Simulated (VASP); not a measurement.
# Sn (I4_1/amd) in VASP: single point with PBE

Aim: the single point of Sn with PBE.

All numbers are computed with VASP 6.6.1; they aren't measurements. Logs are shortened: lines on timing, memory, paths and dates and some standing lists are left out, and cuts for length are marked.

### 1 Starting point

Symmetry: I4_1/amd, No. 141, tetragonal system. The conventional cell has a = 5.946 Å, b = 5.946 Å, c = 3.214 Å, α = 90.00°, β = 90.00°, γ = 90.00°. Sn (site symmetry -4m2) has 6 Sn at 3.08 to 3.21 Å as nearest neighbours.

### 2 Single point, PBE

INCAR

```
SYSTEM = Sn
  PREC = Accurate
  ENCUT = 520
  EDIFF = 1E-7
  ISMEAR = 0
  SIGMA = 0.1
  LREAL = .False.
  LASPH = .True.
  NELM = 100
  ALGO = Fast
  ISIF = 2
  LWAVE = .False.
  LCHARG = .False.
  GGA = PE
  NBANDS = 21
```

KPOINTS

```
regular mesh
0
Gamma
  16 16 16
  0 0 0
```

POSCAR

```
Sn
1.0
   -2.9729538814      2.9729538814      1.6068815736
    2.9729538814     -2.9729538814      1.6068815736
    2.9729538814      2.9729538814     -1.6068815736
Sn
2
Direct
    0.0000000000      0.0000000000      0.0000000000
    0.7500000000      0.2500000000      0.5000000000
```

Potentials or basis: VASP PAW PBE potentials, release 64 (Sn_d).

Run with:

```bash
> cat potpaw_PBE.64/Sn_d/POTCAR > POTCAR
> mpirun -np 1 vasp_std > vasp.out
```

OUTCAR:

```text
SYSTEM = Sn
   PREC = Accurate
   ENCUT = 520
   EDIFF = 1E-7
   ISMEAR = 0
   LREAL = .False.
   LASPH = .True.
   NELM = 100
   ISIF = 2
   GGA = PE

 ion  position               nearest neighbor table
   1  0.000  0.000  0.000-   2 3.08   2 3.08   2 3.08   2 3.08
   2  0.750  0.250  0.500-   1 3.08   1 3.08   1 3.08   1 3.08

  LATTYP: Found a body centered tetragonal cell.
 ALAT       =     5.9459077628
 C/A-ratio  =     0.5405000002

  Lattice vectors:

 A1 = (  -2.9729538814,   2.9729538814,   1.6068815736)
 A2 = (   2.9729538814,  -2.9729538814,   1.6068815736)
 A3 = (   2.9729538814,   2.9729538814,  -1.6068815736)

Analysis of symmetry for initial positions (statically):
=====================================================================
 Subroutine PRICEL returns:
 Original cell was already a primitive cell.

 Routine SETGRP: Setting up the symmetry group for a
 body centered tetragonal supercell.

 Subroutine GETGRP returns: Found 16 space group operations
 (whereof  8 operations were pure point group operations)
 out of a pool of 16 trial point group operations.

The static configuration has the point symmetry D_2d.
 The point group associated with its full space group is D_4h.

Analysis of symmetry for dynamics (positions and initial velocities):
=====================================================================
 Subroutine PRICEL returns:
 Original cell was already a primitive cell.

 Routine SETGRP: Setting up the symmetry group for a
 body centered tetragonal supercell.

 Subroutine GETGRP returns: Found 16 space group operations
 (whereof  8 operations were pure point group operations)
 out of a pool of 16 trial point group operations.

The dynamic configuration has the point symmetry D_2d.
 The point group associated with its full space group is D_4h.

 Subroutine INISYM returns: Found 16 space group operations
 (whereof  8 operations are pure point group operations),
 and found     1 'primitive' translations

----------------------------------------------------------------------------------------

                                     Primitive cell

  volume of cell :      56.8094

  direct lattice vectors                    reciprocal lattice vectors
    -2.972953881  2.972953881  1.606881574     0.000000000  0.168182898  0.311161699
     2.972953881 -2.972953881  1.606881574     0.168182898  0.000000000  0.311161699
[... 83 lines left out ...]
   ENCUT  =  520.0 eV  38.22 Ry    6.18 a.u.   8.37  8.37  8.37*2*pi/ulx,y,z
   NELM   =    100;   NELMIN=  2; NELMDL= -5     # of ELM steps
   EDIFF  = 0.1E-06   stopping-criterion for ELM
   LREAL  =      F    real-space projection
   EDIFFG = 0.1E-05   stopping-criterion for IOM
   NSW    =      0    number of steps for IOM
   IBRION =     -1    ionic relax: 0-MD 1-quasi-New 2-CG
   NFREE  =      0    steps in history (QN), initial steepest desc. (CG)
   ISIF   =      2    stress and relaxation
   ISYM   =      2    0-nonsym 1-usesym 2-fastsym
   POTIM  = 0.5000    time-step for ionic-motion
   TEBEG  =    0.0;   TEEND  =   0.0 temperature during run
   PSTRESS=    0.0 pullay stress
   NELECT =      28.0000    total number of electrons
   NUPDOWN=      -1.0000    fix difference up-down
   EMIN   =  10.00;   EMAX   =-10.00  energy-range for DOS
   EFERMI =   0.00;   METHOD = LEGACY
   ISMEAR =     0;   SIGMA  =   0.10  broadening in eV -4-tet -1-fermi 0-gaus
   EFERMI_NEDOS =   21; number of points for ismear=-14 and -15
   IALGO  =     68    algorithm
   IMIX   =      4    mixing-type and parameters
     AMIX     =   0.40;   BMIX     =  1.00
     AMIX_MAG =   1.60;   BMIX_MAG =  1.00
  volume/ion in A,a.u.               =      28.40       191.68
  Fermi-wavevector in a.u.,A,eV,Ry     =   1.293165  2.443728 22.752710  1.672277
  Thomas-Fermi vector in A             =   2.424828
   LORBIT       =      0    0 simple, 1 ext, 2 COOP (PROOUT), +10 PAW based schemes
   GGA     = PE    functional components
   LHFCALC =     F    Hartree Fock is set to
   AEXX    =    0.0000 exact exchange contribution
   IVDW    =     0    specifies the selected vdW correction
   LEPSILON=     F    determine dielectric tensor
   LRPA    =     F    only Hartree local field effects (RPA)
 non-spin polarized calculation
 RMM-DIIS sequential band-by-band and
 Gauss-broadening in eV      SIGMA  =   0.10
  energy-cutoff  :      520.00
  volume of cell :       56.81
 maximum number of plane-waves:      1552
 NGX is ok and might be reduce to    36
   NGX = 17   NGY = 17   NGZ = 17

 number of electron      27.9999992 magnetization

 Free energy of the ion-electron system (eV)
  ---------------------------------------------------
  ext. energy  EPLUGINS =         0.00000000
  ---------------------------------------------------
  free energy    TOTEN  =        -7.61612954 eV

  energy without entropy =       -7.61127052  energy(sigma->0) =       -7.61370003

 E-fermi :   7.4320     XC(G=0): -10.0919

 val. band max:        7.4316962708   @ k =  -0.4375   0.4375   0.0000
 cond. band min:       7.4320767302   @ k =  -0.1875   0.5000   0.1250
 fundamental gap:      0.0003804595
 Fermi energy:         7.4320284381

 k-point     1 :       0.0000    0.0000    0.0000
  band No.  band energies     occupation
      1     -14.1696      2.00000
      2     -14.1068      2.00000
      3     -14.0582      2.00000
      4     -14.0576      2.00000
      5     -13.9210      2.00000
      6     -13.9210      2.00000
[... 565 lines left out ...]
     20      17.2094      0.00000
     21      17.6912      0.00000

 [... further k-points ...]

------------------------ aborting loop because EDIFF is reached ----------------------------------------

  FORCE on cell =-STRESS in cart. coord.  units (eV):
  Direction    XX          YY          ZZ          XY          YZ          ZX
  --------------------------------------------------------------------------------------
  -------------------------------------------------------------------------------------
  Total       -0.0159855     -0.0159855     -0.0303051      0.0000000      0.0000000      0.0000000
  in kB       -0.4508334     -0.4508334     -0.8546853      0.0000000      0.0000000      0.0000000
  external PRESSURE =      -0.5854507 kB  Pullay stress =       0.0000000 kB

 VOLUME and BASIS-vectors are now :
 -----------------------------------------------------------------------------
  energy-cutoff  :      520.00
  volume of cell :       56.81
      direct lattice vectors                 reciprocal lattice vectors
    -2.972953881  2.972953881  1.606881574     0.000000000  0.168182898  0.311161699
     2.972953881 -2.972953881  1.606881574     0.168182898  0.000000000  0.311161699
     2.972953881  2.972953881 -1.606881574     0.168182898  0.168182898  0.000000000

 POSITION                                       TOTAL-FORCE (eV/Angst)
 -----------------------------------------------------------------------------------
      0.00000      0.00000      0.00000         0.000000     -0.000000     -0.000000
      0.00000      2.97295      0.80344        -0.000000      0.000000      0.000000
 -----------------------------------------------------------------------------------
    total drift:                               -0.000000      0.000000     -0.000000

  FREE ENERGIE OF THE ION-ELECTRON SYSTEM (eV)
  ---------------------------------------------------
  free  energy   TOTEN  =        -7.6161295402 eV

  energy  without entropy=       -7.6112705171  energy(sigma->0) =       -7.61370003
```

stdout:

```text
POSCAR found type information on POSCAR Sn
 POSCAR found :  1 types and       2 ions
 scaLAPACK will be used
[... 21 lines left out ...]
 num prob  num prob  num prob  num prob  num prob  num prob  num prob  num prob  num prob  num prob  num prob  num prob  num prob  num prob  num prob  num prob  num prob WARNING in EDDRMM: call to ZHEGV failed, returncode =   6  3     18
 num prob  num prob  num prob  num prob  num prob  num prob  num prob  num prob  num prob WARNING in EDDRMM: call to ZHEGV failed, returncode =   8  4     19
 num prob  num prob  num prob WARNING in EDDRMM: call to ZHEGV failed, returncode =   8  4     20
 num prob  num prob  num prob WARNING in EDDRMM: call to ZHEGV failed, returncode =   8  4     19
WARNING in EDDRMM: call to ZHEGV failed, returncode =   8  4     20
 num prob  num prob  num prob RMM:  13    -0.761612954018E+01   -0.64112E-07   -0.74168E-07 16320   0.665E-03
```

Run time: 5.3 min. Hardware: 1 thread of AMD EPYC 9R45 (Zen 5), shared host; peak memory 0.42 GiB.

What came out:

* Free energy: -7.6161 eV
* Pressure: -0.1 GPa
* Band gap on the k mesh: none (metal or under the smearing width)
